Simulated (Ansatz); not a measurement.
# AlCo (Pm-3m) in Ansatz: band structure with BLYP

Aim: the band structure of AlCo with BLYP.

Everything below comes from runs of Ansatz 0.2.0. Logs are shortened: lines on timing, memory, paths and dates and some standing lists are left out, and cuts for length are marked.

**1. The crystal as given**

Symmetry: Pm-3m, No. 221, cubic system. The conventional cell has a = 2.819 Å, b = 2.819 Å, c = 2.819 Å, α = 90.00°, β = 90.00°, γ = 90.00°. Co (site symmetry m-3m) has 8 Al at 2.44 Å as nearest neighbours. Around Al (site symmetry m-3m) lie 8 Co at 2.44 Å.

The cell is a database's computed one.

**2. Band structure, BLYP, collinear spin, ferromagnetic start**

File input.yaml:

```yaml
crystal:
  lattice:
    - [2.81940321, 0.0, 0.0]
    - [0.0, 2.81940321, 0.0]
    - [0.0, 0.0, 2.81940321]
  atoms:
    - { symbol: Co, position: [0.5, 0.5, 0.5], spin: 2.0 }
    - { symbol: Al, position: [0.0, 0.0, 0.0] }
hamiltonian:
  xc: blyp
  pseudopotentials: { kind: paw }
magnetization:
  spin_polarized: true
kpoints:
  mp_grid: { grid: [9, 9, 9] }
  band_path:
    path:
      - [[0.0, 0.0, 0.0], [0.0, 0.5, 0.0], [0.5, 0.5, 0.0], [0.0, 0.0, 0.0], [0.5, 0.5, 0.5], [0.0, 0.5, 0.0]]
      - [[0.5, 0.5, 0.0], [0.5, 0.5, 0.5]]
    npoints: 14
scf:
  occupations: { method: fermi_dirac, width: 0.05 }
  n_extra_bands: 6
output:
  forces: true
  stress: true
  eigenvalues: true
  fatbands: false
```

Potentials or basis: Ansatz PAW.

Started as:

```console
$ ansatz run input.yaml --threads 2 --pin off --max-ram 5632MiB --backend cpu --events-out ev --progress --plain --runs-dir out
```

The program printed:

```text
Warning: RAYON_NUM_THREADS=2 ignored (pool sized by the plan → 2); use --threads N
scf.n_extra_bands = 6 over 10 filled bands (N_el = 20.0): the run solves 16 bands
Engine: ansatz 0.2.0, x86_64-unknown-linux-gnu
Pseudopotentials: kind: paw
Pseudopotential: Co, paw, valence charge 17, recommended cutoff 420 eV (normal), Co.paw.azcp
Pseudopotential: Al, paw, valence charge 3, recommended cutoff 420 eV (normal), Al.paw.azcp
Functional definition: BLYP
  parameter beta = 0.0042
  parameter a = 0.04918
  parameter b = 0.132
  parameter c = 0.2533
  parameter d = 0.349
  exchange = b88_x(beta = beta)
  correlation = lyp_c(a = a, b = b, c = c, d = d)
Crystal: 2 atoms, lattice volume = 22.412 Å³
Basis set: ecut = 420 eV, 461 PW (Γ), exchange–correlation on 40×40×40 points (8 copies of the dense FFT grid, shifted against one another)
Bands: 16, of which v1, the nominal top of the filled ones, is band 10 counted from 1 (9 counted from 0)
Symmetry: 48 space group operations
Space group: Pm-3m (ITA 221), of the structure as read, at distance tolerance 2.8e-5 Å
Magnetic group: BNS 221.92 (UNI 1594), of the structure as read, at distance tolerance 2.8e-5 Å
k-points: 35 of 729
Non-local potential: Co, projectors of the file, l = 0: 3, l = 1: 2, l = 2: 3, l = 3: 1
Non-local potential: Al, projectors of the file, l = 0: 2, l = 1: 2, l = 2: 1
PAW form: soft (Blöchl's): semilocal exchange-correlation on the pseudo side does not see the compensation charge
PAW frozen core: Co, regenerated for the run's functional, and the local potential with it (the file was generated under x = pbe(κ = 0.804, μ = 0.2195149727645171), c = pbe(β = 0.06672455060314922))
PAW frozen core: Al, regenerated for the run's functional, and the local potential with it (the file was generated under x = pbe(κ = 0.804, μ = 0.2195149727645171), c = pbe(β = 0.06672455060314922))
PAW one-centre angular grid: Co, 590 points (default); XC on 64 Gauss nodes
PAW one-centre angular grid: Al, 110 points (default); XC on 64 Gauss nodes
Initial density: superposition of atomic densities (chi_scale 0.1, normalization cell)
Starting moments: Σ|m| = 2 μB on 1 of 2 sites
Initial wavefunctions: pseudopotential atomic-orbital guess
Functional: x = b88, c = lyp
SCF iter   1: F=—  HF=-5675.069251 eV  |F-HF|=—  |Δ(HF+E_count)|=         —  Δρ=2.24e-1 (↑2.24e-1 ↓1.36e-1)  dr2=1.25e0  dr2_m=6.46e0  M=0.072 μB ∫|m|=0.210 μB  β_m=0.30  ethr=3.10e-3  ⟨swp⟩=5.0  Hψ=5127  notcnv=0
Mixer restart at iter 1: flushing history
preconditioner: auto → none  [metal: Δε(μ)=0.039 eV  Ē_g=10.481 eV  σ=0.050 eV  W_gap=0.19  n_scr=6 (ndim 8)  ℏωp=27.2 eV  f_vac=0.000  D(μ)=0.70/eV (n_scr^D=6)  sad-step TF]
SCF iter   2: F=—  HF=-5674.475191 eV  |F-HF|=—  |Δ(HF+E_count)|=   5.94e-1  Δρ=1.37e-1 (↑1.16e-1 ↓1.37e-1)  dr2=2.69e-1  dr2_m=3.21e0  M=0.092 μB ∫|m|=0.188 μB  β_m=0.56  ethr=3.10e-3  ⟨swp⟩=2.8  Hψ=2395  notcnv=0  defer=78
SCF iter   3: F=—  HF=-5677.250109 eV  |F-HF|=—  |Δ(HF+E_count)|=    2.77e0  Δρ=1.49e-1 (↑1.49e-1 ↓6.47e-2)  dr2=6.10e0  dr2_m=3.97e-1  M=0.025 μB ∫|m|=0.087 μB  β_m=0.44  ethr=1.34e-3  ⟨swp⟩=3.2  Hψ=2809  notcnv=0  defer=78
SCF iter   4: F=—  HF=-5675.840995 eV  |F-HF|=—  |Δ(HF+E_count)|=    1.41e0  Δρ=1.43e-2 (↑4.20e-3 ↓1.43e-2)  dr2=4.96e-2  dr2_m=5.59e-3  M=0.020 μB ∫|m|=0.052 μB  β_m=0.72  ethr=1.34e-3  ⟨swp⟩=2.9  Hψ=2945  notcnv=0  defer=80
SCF iter   5: F=—  HF=-5675.895229 eV  |F-HF|=—  |Δ(HF+E_count)|=   5.42e-2  Δρ=1.37e-2 (↑1.02e-2 ↓1.37e-2)  dr2=8.17e-2  dr2_m=6.64e-4  M=0.009 μB ∫|m|=0.026 μB  β_m=0.86  ethr=2.48e-4  ⟨swp⟩=2.0  Hψ=1950  notcnv=0  defer=80
SCF iter   6: F=—  HF=-5675.896265 eV  |F-HF|=—  |Δ(HF+E_count)|=   1.04e-3  Δρ=1.99e-3 (↑1.99e-3 ↓1.95e-3)  dr2=2.49e-3  dr2_m=1.58e-6  M=0.001 μB ∫|m|=0.002 μB  β_m=0.80  ethr=2.48e-4  ⟨swp⟩=2.2  Hψ=1860  notcnv=0  defer=80
SCF iter   7: F=—  HF=-5675.896474 eV  |F-HF|=—  |Δ(HF+E_count)|=   2.10e-4  Δρ=6.46e-4 (↑6.46e-4 ↓1.90e-4)  dr2=7.34e-5  dr2_m=1.33e-5  M=0.001 μB ∫|m|=0.003 μB  β_m=0.90  ethr=1.25e-5  ⟨swp⟩=1.2  Hψ=1576  notcnv=0  defer=80
SCF iter   8: F=—  HF=-5675.896469 eV  |F-HF|=—  |Δ(HF+E_count)|=   5.42e-6  Δρ=2.12e-4 (↑2.12e-4 ↓4.74e-5)  dr2=1.21e-5  dr2_m=1.56e-6  M=0.000 μB ∫|m|=0.001 μB  β_m=0.87  ethr=3.67e-7  ⟨swp⟩=1.8  Hψ=1334  notcnv=0  defer=80
SCF iter   9: F=—  HF=-5675.896469 eV  |F-HF|=—  |Δ(HF+E_count)|=   1.66e-7  Δρ=4.03e-5 (↑4.03e-5 ↓1.67e-5)  dr2=6.98e-7  dr2_m=3.79e-8  M=0.000 μB ∫|m|=0.000 μB  β_m=0.94  ethr=6.06e-8  ⟨swp⟩=1.5  Hψ=1241  notcnv=0  defer=80
SCF iter  10: F=—  HF=-5675.896469 eV  |F-HF|=—  |Δ(HF+E_count)|=   2.84e-7  Δρ=1.68e-5 (↑1.68e-5 ↓9.02e-6)  dr2=1.00e-7  dr2_m=3.33e-9  M=0.000 μB ∫|m|=0.000 μB  β_m=0.94  ethr=3.49e-9  ⟨swp⟩=2.1  Hψ=1392  notcnv=0  defer=80
SCF iter  11: F=—  HF=-5675.896469 eV  |F-HF|=—  |Δ(HF+E_count)|=   3.52e-9  Δρ=5.34e-7 (↑5.34e-7 ↓1.95e-7)  dr2=8.30e-11  dr2_m=1.22e-11  M=0.000 μB ∫|m|=0.000 μB  β_m=0.97  ethr=5.01e-10  ⟨swp⟩=2.2  Hψ=1449  notcnv=0  defer=80
SCF iter  12: F=-5675.896469 eV  HF=-5675.896469 eV  |F-HF|=3.09e-10  |Δ(HF+E_count)|=  1.26e-10  Δρ=8.22e-7 (↑6.65e-7 ↓8.22e-7)  dr2=3.48e-10  dr2_m=1.35e-12  M=0.000 μB ∫|m|=0.000 μB  ethr=1.00e-12  ⟨swp⟩=5.8  Hψ=4296  notcnv=0
SCF 1 converged in 12 iterations: F = -5675.896469 eV  dr2 = 3.48e-10
WARN: the starting moments were not kept: the SCF closed with an absolute magnetisation of 1.3e-6 μB, where they sum to 2 μB in size (1 site). That is at most 0.1 of that sum. Measured as dr2_m measures the in/out step, that magnetisation stands 2.9e-12 eV from none, at or under the dr2_threshold of 1.0e-7 eV: it is no larger than a step whose dr2_m would equal this threshold. The system may hold no moment; this SCF shows only that its start led to no more than that. To try another start: raise the starting moments (crystal.atoms[].spin, magnetization.per_species, magnetization.initial_magnetization, or on a non-collinear deck that types none of these the spinor_matrix: blocks that start its atoms; where the total moment is fixed, keep their sum and leave initial_magnetization as it is; typed ones take the place of any that the run laid by itself, positive ones on a crystal's lanthanoids without a Hubbard term where scf.initial_density.shell_occupations: [] is typed) or, if the notice of its spin-set hold's release reads "site moments contracting" or "site moments show no strong build", lengthen the hold (scf.mixing.spin_hold: { on: { confirm: 4 } }; for m-r²SCAN on two components see the key's manual first). Each may lead to a state that holds a moment. A second SCF, from the converged charge density, with the starting moments and any scf.initial_density.shell_occupations laid on it anew, would have followed, and was not run: the deck does not ask for one (magnetization.retry_lost_moments is false, the default). To let it run, set magnetization.retry_lost_moments: true and run the deck again, where that key's refused combinations let it; where memory then withholds it, that run's warning says so.
NSCF: frozen V_eff on 86 k-points
SCF converged after 12 iterations
Magnetization: 0.0000 μB (10.0000 up, 10.0000 down)
Absolute magnetization: 0.0000 μB (∫|ρ↑−ρ↓|, with the PAW one-centre terms)
Spin contamination: 0.0000 ħ² per cell (⟨S²⟩ above its minimum at these occupations)
Per-site moments (μB) at R_I (Å): [(9.297846608644835e-7, 1.0071908563906993), (-9.866863253902465e-8, 1.0071908563906993)]
Free energy (F): -5675.896469 eV
Harris-Foulkes:  -5675.896469 eV  (|F-HF|=3.09e-10)
Internal energy: -5675.892113 eV  (E = F + TS)
E sigma→0 (E₀):  -5675.894291 eV
Entropy (-TS):   -0.004356 eV (-2.178 meV/atom)
Fermi energy:    15.560748 eV
--- Per-component energies (eV) ---
  E_band       = -263.313705
  E_kinetic    = 485.698927
  E_local      = -3637.338591  (includes V_loc(G=0)·N_el)
  E_nonlocal   = 466.298804
  E_hartree    = 1577.022407
  E_xc         = -198.508336
  E_vxc        = -233.452247  (∫ρ·V_xc dr)
  E_paw        = -2001.036304  (= ΣΔE_a)
  E_vpaw       = -498.564007  (= ΣTr[D̂ρ^β])
  E_aug_tail   = 0.000085  (compensation charges beyond the density's cutoff)
  E_ewald      = -2368.048262
  E_core_change = 0.019158  (= ΣΔE_core)
  E_smearing   = -0.004356  (= −TS)
  E_closure    = 0.000000  (closes the sum)
  Σ components = -5675.896469   (vs F -5675.896469, Δ=0.00e0)
--- Forces (eV/Å), atoms counted from 1 ---
  atom   1  Co     0.00000000    -0.00000000     0.00000000
  atom   2  Al    -0.00000000    -0.00000000    -0.00000000
  max |Σ_I F_I| component: 6.16e-29 eV/Å
--- Stress (GPa, compression-positive) ---
       11.479092      -0.000000       0.000000
        0.000000      11.479092       0.000000
        0.000000       0.000000      11.479092
  P = ⅓ Tr σ = 11.4791 GPa (114.791 kbar)
--- Band table (eV; the first three rows and the last of 70) ---
  k-point 0 ↑: bands = ["-79.0406", "-42.4331", "-42.4331", "-42.4331", "4.2969", "12.4586", "12.4586", "14.6123", "14.6123", "14.6123", "21.6462", "21.6462", "21.6462", "24.5276", "24.5276", "31.0254"]
  k-point 1 ↑: bands = ["-79.0401", "-42.4389", "-42.4327", "-42.4327", "4.5364", "12.4331", "12.5247", "14.4859", "14.4859", "14.6263", "19.8781", "21.9741", "21.9741", "24.4853", "26.1006", "31.8059"]
  k-point 2 ↑: bands = ["-79.0390", "-42.4535", "-42.4316", "-42.4316", "5.2441", "12.1837", "12.6979", "14.1939", "14.1939", "14.6617", "17.6061", "22.8743", "22.8743", "24.3659", "27.8376", "32.6108"]
  k-point 34 ↓: bands = ["-79.0300", "-42.4714", "-42.4714", "-42.4714", "11.2658", "11.5213", "11.5213", "15.1509", "15.1509", "16.8326", "18.0635", "18.0635", "19.8343", "21.4583", "21.4583", "22.2341"]
```

It took 4.2 s on 2 threads of AMD EPYC (Zen 3), shared host; peak memory 0.33 GiB.

Results:

- Free energy: -5675.8965 eV
- Pressure: 11.5 GPa
- Band gap on the k mesh: none (metal or under the smearing width)
- Net moment: 0.00 μB per cell
- Absolute moment: 0.00 μB per cell

Levels at the corners of the path, in eV from the Fermi level:
Spin up:
```
point  band 6  band 7  band 8  band 9  band 10  band 11  band 12  band 13  band 14  band 15
    Γ   -3.10   -3.10   -0.95   -0.95    -0.95     6.09     6.09     6.09     8.97     8.97
    X   -6.76   -2.49   -1.86   -1.86    -0.83     0.19     8.50    10.68    10.68    11.93
    M   -3.19   -2.67   -2.67   -1.65    -1.65    -0.25     2.47     3.62    12.97    16.03
    Γ   -3.10   -3.10   -0.95   -0.95    -0.95     6.09     6.09     6.09     8.97     8.97
    R   -4.12   -4.12   -0.21   -0.21     2.43     2.43     2.43     4.23     5.56     5.56
    X   -6.76   -2.49   -1.86   -1.86    -0.83     0.19     8.50    10.68    10.68    11.93
    M   -3.19   -2.67   -2.67   -1.65    -1.65    -0.25     2.47     3.62    12.97    16.03
    R   -4.12   -4.12   -0.21   -0.21     2.43     2.43     2.43     4.23     5.56     5.56
```
Spin down:
| point | band 7 | band 8 | band 9 | band 10 | band 11 | band 12 | band 13 | band 14 |
| --- | --- | --- | --- | --- | --- | --- | --- | --- |
| Γ | -3.10 | -0.95 | -0.95 | -0.95 | 6.09 | 6.09 | 6.09 | 8.97 |
| X | -2.49 | -1.86 | -1.86 | -0.83 | 0.19 | 8.50 | 10.68 | 10.68 |
| M | -2.67 | -2.67 | -1.65 | -1.65 | -0.25 | 2.47 | 3.62 | 12.97 |
| Γ | -3.10 | -0.95 | -0.95 | -0.95 | 6.09 | 6.09 | 6.09 | 8.97 |
| R | -4.12 | -0.21 | -0.21 | 2.43 | 2.43 | 2.43 | 4.23 | 5.56 |
| X | -2.49 | -1.86 | -1.86 | -0.83 | 0.19 | 8.50 | 10.68 | 10.68 |
| M | -2.67 | -2.67 | -1.65 | -1.65 | -0.25 | 2.47 | 3.62 | 12.97 |
| R | -4.12 | -0.21 | -0.21 | 2.43 | 2.43 | 2.43 | 4.23 | 5.56 |

Caveat: the starting moments collapsed, and a magnetic state may lie lower; the PAW data sets come from PBE, with cores solved anew for the run's functional, which leaves a small shift of forces and pressure; the starting moments weren't kept.
